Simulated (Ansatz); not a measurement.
# Rhodium, simple cubic under RPBE: structure, energy and stiffness, part 2 of 2

Aim: take rhodium in the simple cubic structure, relax it, solve it on a dense k-mesh, then scale the cell to 7 volumes from 88 to 112 % of the relaxed one and try a fit of the equation of state. Spin polarisation is left out. The k-meshes are 13×13×13 for the relaxation; 20×20×20 for the dense run; 14×14×14 for the volumes.

Ansatz 0.2.0; DFT, RPBE, plane waves (420 eV) with PAW, scalar-relativistic. The steps go on from the part before.

## (6) Equation of state: 96 %

This is Rh in the simple cubic structure; at room conditions it is fcc.

input.yaml

```yaml
crystal:
  lattice:
    - [2.5215169607, 0.0, 0.0]
    - [0.0, 2.5215169607, 0.0]
    - [0.0, 0.0, 2.5215169607]
  atoms:
    - { symbol: Rh, position: [0.0, 0.0, 0.0] }
hamiltonian:
  xc: rpbe
  pseudopotentials:
    kind: paw
    azcp:
      Rh: "pseudopotentials/Rh.paw.azcp"
basis:
  ecutwfc: 420
  fft_grid_basis: typed
kpoints:
  mp_grid: { grid: [14, 14, 14], shift: [0, 0, 0] }
magnetization:
  spin_polarized: false
scf:
  occupations: { method: fermi_dirac, width: 0.1 }
  lower_state_search: "off"
output:
  stress: true
  write_density: true
  write_potential: true
  elf: true
  volumetric_format: npy
```

What it wrote, cut to the lines that bear on the results:

```text
Warning: RAYON_NUM_THREADS=2 ignored (pool sized by the plan → 2); use --threads N
[...]
Pseudopotentials: kind: paw
Pseudopotential: Rh, paw, valence charge 17, recommended cutoff 420 eV (normal), <dir>
Functional definition: RPBE
[...]
Crystal: 1 atoms, lattice volume = 16.032 Å³
Basis set: ecut = 420 eV, 305 PW (Γ)
Bands: 13, of which v1, the nominal top of the filled ones, is band 9 counted from 1 (8 counted from 0)
Symmetry: 48 space group operations
Space group: Pm-3m (ITA 221), of the structure as read, at distance tolerance 2.5e-5 Å
k-points: 120 of 2744
[...]
SCF iter   1: F=—  HF=-6409.635810 eV  |F-HF|=—  |Δ(HF+E_count)|=         —  Δρ=9.10e-3  dr2=1.21e-2  ethr=1.77e-3  ⟨swp⟩=4.8  Hψ=8398  notcnv=0
[...]
SCF iter   6: F=-6409.633551 eV  HF=-6409.633551 eV  |F-HF|=6.00e-11  |Δ(HF+E_count)|=   3.97e-9  Δρ=9.61e-7  dr2=1.13e-10  ethr=1.35e-10  ⟨swp⟩=4.9  Hψ=7892  notcnv=0
[...]
SCF converged after 6 iterations
Free energy (F): -6409.633551 eV
[...]
E sigma→0 (E₀):  -6409.606528 eV
Entropy (-TS):   -0.054045 eV (-54.045 meV/atom)
Fermi energy:    18.559651 eV
[...]
--- Stress (GPa, compression-positive) ---
        7.360095       0.000000      -0.000000
        0.000000       7.360095       0.000000
        0.000000       0.000000       7.360095
  P = ⅓ Tr σ = 7.3601 GPa (73.601 kbar)
--- Band table (eV; the first three rows and the last of 120) ---
  k-point 0: bands = ["-59.9458", "-27.4475", "-27.4475", "-27.4475", "11.7543", "13.3711", "13.3711", "19.3170", "19.3170", "19.3170", "35.4475", "35.4475", "35.4475"]
[...]
```

Run time: 1.3 s. Hardware: 2 threads of Arm Neoverse V1, shared host; peak memory 0.27 GiB.

Density in a lattice plane of the grid's cell (edges 2.52 and 2.52 Å, at 0.000 of the third edge), which holds Rh.

Ten even steps from ' ' (0.16 e/Å³) to '@' (15.14 e/Å³):
```
@@%%%%**++--::..                  ..::--++**%%%%
%%####++==--::..                  ..::--==++####
**++++==--::....                  ....::--==++++
====----::....                      ....::----==
::::::::....                          ....::::::
........                                  ......
                                                
                                                
                                                
                                                
                                                
                                                
                                                
........                                  ......
::::::::....                          ....::::::
====----::....                      ....::----==
**++++==--::....                  ....::--==++++
%%####++==--::..                  ..::--==++####
@@%%%%**++--::..                  ..::--++**%%%%
@@@@%%##++==::....              ....::==++##%%@@
```
Columns run along the first of these edges and rows up along the second, over one cell in 24 and 20 even steps from the bottom left corner. Atoms in the plane (fractional): Rh at (0.00, 0.00).

ELF in the same plane.

Values, 12 rows by 12 columns:
```
0.77 0.77 0.72 0.59 0.39 0.25 0.24 0.25 0.39 0.59 0.72 0.77
0.73 0.72 0.66 0.51 0.33 0.24 0.23 0.24 0.33 0.51 0.66 0.72
0.61 0.59 0.51 0.38 0.26 0.22 0.23 0.22 0.26 0.38 0.51 0.59
0.41 0.39 0.33 0.26 0.22 0.21 0.21 0.21 0.22 0.26 0.33 0.39
0.26 0.25 0.24 0.22 0.21 0.20 0.20 0.20 0.21 0.22 0.24 0.25
0.24 0.24 0.23 0.23 0.21 0.20 0.20 0.20 0.21 0.23 0.23 0.24
0.26 0.25 0.24 0.22 0.21 0.20 0.20 0.20 0.21 0.22 0.24 0.25
0.41 0.39 0.33 0.26 0.22 0.21 0.21 0.21 0.22 0.26 0.33 0.39
0.61 0.59 0.51 0.38 0.26 0.22 0.23 0.22 0.26 0.38 0.51 0.59
0.73 0.72 0.66 0.51 0.33 0.24 0.23 0.24 0.33 0.51 0.66 0.72
0.77 0.77 0.72 0.59 0.39 0.25 0.24 0.25 0.39 0.59 0.72 0.77
0.78 0.77 0.73 0.61 0.41 0.26 0.24 0.26 0.41 0.61 0.73 0.77
```
Columns run along the first of these edges and rows up along the second, over one cell in 12 and 12 even steps from the bottom left corner. Atoms in the plane (fractional): Rh at (0.00, 0.00).

Both are smooth fields of the valence electrons: close to the nuclei they are not physical.

## (7) Equation of state: 100 %

input.yaml: that of step 6 with these lines changed.

```diff
@@ -2,5 +2,5 @@
   lattice:
-    - [2.5215169607, 0.0, 0.0]
-    - [0.0, 2.5215169607, 0.0]
-    - [0.0, 0.0, 2.5215169607]
+    - [2.5560625817, 0.0, 0.0]
+    - [0.0, 2.5560625817, 0.0]
+    - [0.0, 0.0, 2.5560625817]
   atoms:
```

What it wrote, cut to the lines that bear on the results:

```text
Warning: RAYON_NUM_THREADS=2 ignored (pool sized by the plan → 2); use --threads N
[...]
[... 3 set-up lines as earlier in the session ...]
[...]
Crystal: 1 atoms, lattice volume = 16.700 Å³
Basis set: ecut = 420 eV, 341 PW (Γ)
Bands: 13, of which v1, the nominal top of the filled ones, is band 9 counted from 1 (8 counted from 0)
[... 2 set-up lines as earlier in the session ...]
k-points: 120 of 2744
[...]
SCF iter   1: F=—  HF=-6409.650655 eV  |F-HF|=—  |Δ(HF+E_count)|=         —  Δρ=9.63e-3  dr2=1.37e-2  ethr=1.77e-3  ⟨swp⟩=4.8  Hψ=8344  notcnv=0
[...]
SCF iter   6: F=-6409.647975 eV  HF=-6409.647975 eV  |F-HF|=5.00e-11  |Δ(HF+E_count)|=   1.56e-9  Δρ=9.88e-7  dr2=1.05e-10  ethr=8.76e-11  ⟨swp⟩=4.7  Hψ=7886  notcnv=0
[...]
SCF converged after 6 iterations
Free energy (F): -6409.647975 eV
[...]
E sigma→0 (E₀):  -6409.619144 eV
Entropy (-TS):   -0.057661 eV (-57.661 meV/atom)
Fermi energy:    17.574927 eV
[...]
--- Stress (GPa, compression-positive) ---
       -0.137858       0.000000       0.000000
        0.000000      -0.137858       0.000000
        0.000000       0.000000      -0.137858
  P = ⅓ Tr σ = -0.1379 GPa (-1.379 kbar)
--- Band table (eV; the first three rows and the last of 120) ---
  k-point 0: bands = ["-60.8229", "-28.3715", "-28.3715", "-28.3715", "11.0355", "12.6815", "12.6815", "18.2769", "18.2769", "18.2769", "34.1684", "34.1684", "34.1684"]
[...]
```

It took 1.4 s on 2 threads of Arm Neoverse V1, shared host; peak memory 0.28 GiB.

## (8) Equation of state: 104 %

input.yaml: that of step 7 with these lines changed.

```diff
@@ -2,5 +2,5 @@
   lattice:
-    - [2.5560625817, 0.0, 0.0]
-    - [0.0, 2.5560625817, 0.0]
-    - [0.0, 0.0, 2.5560625817]
+    - [2.5896988414, 0.0, 0.0]
+    - [0.0, 2.5896988414, 0.0]
+    - [0.0, 0.0, 2.5896988414]
   atoms:
@@ -25,5 +25 @@
   stress: true
-  write_density: true
-  write_potential: true
-  elf: true
-  volumetric_format: npy
```

What it wrote, cut to the lines that bear on the results:

```text
Warning: RAYON_NUM_THREADS=2 ignored (pool sized by the plan → 2); use --threads N
[...]
[... 3 set-up lines as earlier in the session ...]
[...]
Crystal: 1 atoms, lattice volume = 17.368 Å³
Basis set: ecut = 420 eV, 341 PW (Γ)
Bands: 13, of which v1, the nominal top of the filled ones, is band 9 counted from 1 (8 counted from 0)
[... 2 set-up lines as earlier in the session ...]
k-points: 120 of 2744
[...]
SCF iter   1: F=—  HF=-6409.637732 eV  |F-HF|=—  |Δ(HF+E_count)|=         —  Δρ=9.95e-3  dr2=1.49e-2  ethr=1.77e-3  ⟨swp⟩=4.8  Hψ=8283  notcnv=0
[...]
SCF iter   6: F=-6409.634687 eV  HF=-6409.634687 eV  |F-HF|=4.82e-11  |Δ(HF+E_count)|=   1.04e-9  Δρ=9.56e-7  dr2=1.08e-10  ethr=7.94e-11  ⟨swp⟩=1.9  Hψ=4811  notcnv=0
[...]
SCF converged after 6 iterations
Free energy (F): -6409.634687 eV
[...]
E sigma→0 (E₀):  -6409.604012 eV
Entropy (-TS):   -0.061350 eV (-61.350 meV/atom)
Fermi energy:    16.666858 eV
[...]
--- Stress (GPa, compression-positive) ---
       -5.997192       0.000000       0.000000
        0.000000      -5.997192       0.000000
        0.000000       0.000000      -5.997192
  P = ⅓ Tr σ = -5.9972 GPa (-59.972 kbar)
```

Wall time 1 s (2 threads of Arm Neoverse V1, shared host); peak memory 0.27 GiB.

## (9) Equation of state: 108 %

input.yaml: that of step 8 with these lines changed.

```diff
@@ -2,5 +2,5 @@
   lattice:
-    - [2.5896988414, 0.0, 0.0]
-    - [0.0, 2.5896988414, 0.0]
-    - [0.0, 0.0, 2.5896988414]
+    - [2.6224833198, 0.0, 0.0]
+    - [0.0, 2.6224833198, 0.0]
+    - [0.0, 0.0, 2.6224833198]
   atoms:
```

What it wrote, cut to the lines that bear on the results:

```text
Warning: RAYON_NUM_THREADS=2 ignored (pool sized by the plan → 2); use --threads N
[...]
[... 3 set-up lines as earlier in the session ...]
[...]
Crystal: 1 atoms, lattice volume = 18.036 Å³
Basis set: ecut = 420 eV, 365 PW (Γ)
Bands: 13, of which v1, the nominal top of the filled ones, is band 9 counted from 1 (8 counted from 0)
[... 2 set-up lines as earlier in the session ...]
k-points: 120 of 2744
[...]
SCF iter   1: F=—  HF=-6409.602994 eV  |F-HF|=—  |Δ(HF+E_count)|=         —  Δρ=1.00e-2  dr2=1.56e-2  ethr=1.77e-3  ⟨swp⟩=4.9  Hψ=8340  notcnv=0
[...]
SCF iter   6: F=-6409.599774 eV  HF=-6409.599774 eV  |F-HF|=3.73e-11  |Δ(HF+E_count)|=  3.27e-10  Δρ=9.44e-7  dr2=1.04e-10  ethr=6.34e-11  ⟨swp⟩=1.4  Hψ=4863  notcnv=0
[...]
SCF converged after 6 iterations
Free energy (F): -6409.599774 eV
[...]
E sigma→0 (E₀):  -6409.567201 eV
Entropy (-TS):   -0.065147 eV (-65.147 meV/atom)
Fermi energy:    15.827308 eV
[...]
--- Stress (GPa, compression-positive) ---
      -10.553685      -0.000000       0.000000
       -0.000000     -10.553685       0.000000
        0.000000       0.000000     -10.553685
  P = ⅓ Tr σ = -10.5537 GPa (-105.537 kbar)
```

Run time: 1 s. Hardware: 2 threads of Arm Neoverse V1, shared host; peak memory 0.27 GiB.

## (10) Equation of state: 112 %

input.yaml: that of step 9 with these lines changed.

```diff
@@ -2,5 +2,5 @@
   lattice:
-    - [2.6224833198, 0.0, 0.0]
-    - [0.0, 2.6224833198, 0.0]
-    - [0.0, 0.0, 2.6224833198]
+    - [2.6544679759, 0.0, 0.0]
+    - [0.0, 2.6544679759, 0.0]
+    - [0.0, 0.0, 2.6544679759]
   atoms:
```

What it wrote, cut to the lines that bear on the results:

```text
Warning: RAYON_NUM_THREADS=2 ignored (pool sized by the plan → 2); use --threads N
[...]
[... 3 set-up lines as earlier in the session ...]
[...]
Crystal: 1 atoms, lattice volume = 18.704 Å³
Basis set: ecut = 420 eV, 365 PW (Γ)
Bands: 13, of which v1, the nominal top of the filled ones, is band 9 counted from 1 (8 counted from 0)
[... 1 set-up line as earlier in the session ...]
Space group: Pm-3m (ITA 221), of the structure as read, at distance tolerance 2.7e-5 Å
k-points: 120 of 2744
[...]
SCF iter   1: F=—  HF=-6409.551406 eV  |F-HF|=—  |Δ(HF+E_count)|=         —  Δρ=1.00e-2  dr2=1.60e-2  ethr=1.77e-3  ⟨swp⟩=4.9  Hψ=8282  notcnv=0
[...]
SCF iter   6: F=-6409.548116 eV  HF=-6409.548116 eV  |F-HF|=4.46e-11  |Δ(HF+E_count)|=   1.37e-9  Δρ=9.37e-7  dr2=1.08e-10  ethr=4.75e-11  ⟨swp⟩=1.5  Hψ=4817  notcnv=0
[...]
SCF converged after 6 iterations
Free energy (F): -6409.548116 eV
[...]
E sigma→0 (E₀):  -6409.513599 eV
Entropy (-TS):   -0.069033 eV (-69.033 meV/atom)
Fermi energy:    15.049431 eV
[...]
--- Stress (GPa, compression-positive) ---
      -14.070534       0.000000       0.000000
       -0.000000     -14.070534       0.000000
        0.000000       0.000000     -14.070534
  P = ⅓ Tr σ = -14.0705 GPa (-140.705 kbar)
```

Wall time 1.1 s (2 threads of Arm Neoverse V1, shared host); peak memory 0.27 GiB.

## (11) Fitting the volumes

The cell was scaled evenly, with its shape and the fractional positions fixed.

| V (Å³/atom) | E − E₀ (meV/atom) | P from the stress (GPa) | P from the fit (GPa) |
| --- | --- | --- | --- |
| 14.696 | 154.1 | 29.18 | 28.79 |
| 15.364 | 60.7 | 16.94 | 16.51 |
| 16.032 | 12.7 | 7.36 | 6.92 |
| 16.700 | 0.1 | -0.14 | -0.57 |
| 17.368 | 15.2 | -6.00 | -6.43 |
| 18.036 | 52.0 | -10.55 | -11.01 |
| 18.704 | 105.6 | -14.07 | -14.58 |

A third-order Birch-Murnaghan fit gives V₀ = 16.643 Å³/atom, B₀ = 168 GPa and B₀′ = 5.1; it misses no point by more than 0.04 meV/atom.

The fit is made to E(σ → 0), while the stress belongs to the free energy F; that is one source of the offset between the two pressures.

## (12) Outcome

This closing draws on all 2 parts.

| quantity | value |
| --- | --- |
| space group (spins left aside) | Pm-3m (No. 221) |
| conventional cell | a = 2.556 Å |
| volume | 16.700 Å³/atom |
| shortest distance | 2.556 Å |
| gap on the mesh | none (levels filled in part) |
| relative to fcc | +759 meV/atom |
| V₀, B₀, B₀′ | 16.643 Å³/atom, 168 GPa, 5.1 |

**Reading.** From the guessed start the volume grew by 12.4 % in 7 steps. Against the reference form of rhodium (fcc, computed apart with the same settings) it stands 759 meV/atom higher. No gap shows: it is a metal or semimetal at this level. B₀ comes out at 168 GPa. Relaxation kept the symmetry; phonons were not checked.
